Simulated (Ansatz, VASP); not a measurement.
CdSe in VASP and in Ansatz

File INCAR:

```
SYSTEM = CdSe
PREC     = Accurate       ! precision mode
ENCUT    = 520            ! plane-wave cutoff, eV
EDIFF    = 1E-7           ! SCF threshold, eV
ISMEAR   = -1             ! smearing method
SIGMA    = 0.03           ! smearing width, eV
LREAL    = .False.        ! projectors in reciprocal space
LASPH    = .True.         ! aspherical terms in the spheres
NELM     = 100            ! most SCF steps
ALGO     = Normal         ! electronic algorithm
ISIF     = 2              ! what is computed and relaxed
LWAVE    = .False.        ! write WAVECAR
LCHARG   = .False.        ! write CHGCAR
GGA      = CA             ! functional
NBANDS   = 16             ! bands
```

File KPOINTS:

```
regular mesh
0
Gamma
  8 8 8
  0 0 0
```

The input POSCAR:

```
CdSe
1.0
    0.0000000000      3.1304878824      3.1304878824
    3.1304878824      0.0000000000      3.1304878824
    3.1304878824      3.1304878824      0.0000000000
Cd Se
1 1
Direct
    0.0000000000      0.0000000000      0.0000000000
    0.2500000000      0.2500000000      0.2500000000
```

Input for Ansatz:

```yaml
crystal:
  lattice:
    - [0.0, 3.1304878824, 3.1304878824]
    - [3.1304878824, 0.0, 3.1304878824]
    - [3.1304878824, 3.1304878824, 0.0]
  atoms:
    - { symbol: Cd, position: [0.0, 0.0, 0.0] }
    - { symbol: Se, position: [0.25, 0.25, 0.25] }
kpoints:
  mp_grid: { grid: [8, 8, 8] }
scf:
  occupations: { method: fermi_dirac, width: 0.03 }
hamiltonian:
  xc: lda
  pseudopotentials: { kind: all_electron, lapw: { basis_error: 0.001 } }
output:
  forces: true
  stress: true
  eigenvalues: true
```

Change from the starting cell: volume scaled by 1.06.

Alike in both runs: task single point; functional LDA; k mesh 8 × 8 × 8; occupations fermi-dirac, width 0.03 eV; no spin polarisation.

|  | VASP | Ansatz |
| --- | --- | --- |
| version | VASP 6.6.1 | Ansatz 0.2.0 |
| potentials or method | VASP PAW LDA potentials, release 64 (Cd, Se) | all-electron LAPW, scalar-relativistic |
| plane-wave cutoff (eV) | 520 | see its input |

Ansatz gave:

```
pressure (GPa) : -5.4
```

Question: Estimate VASP's values.

Answer: Pressure (GPa): -5.1.

Ansatz ran all-electron here, so the differences hold the error of VASP's frozen core and of both bases.
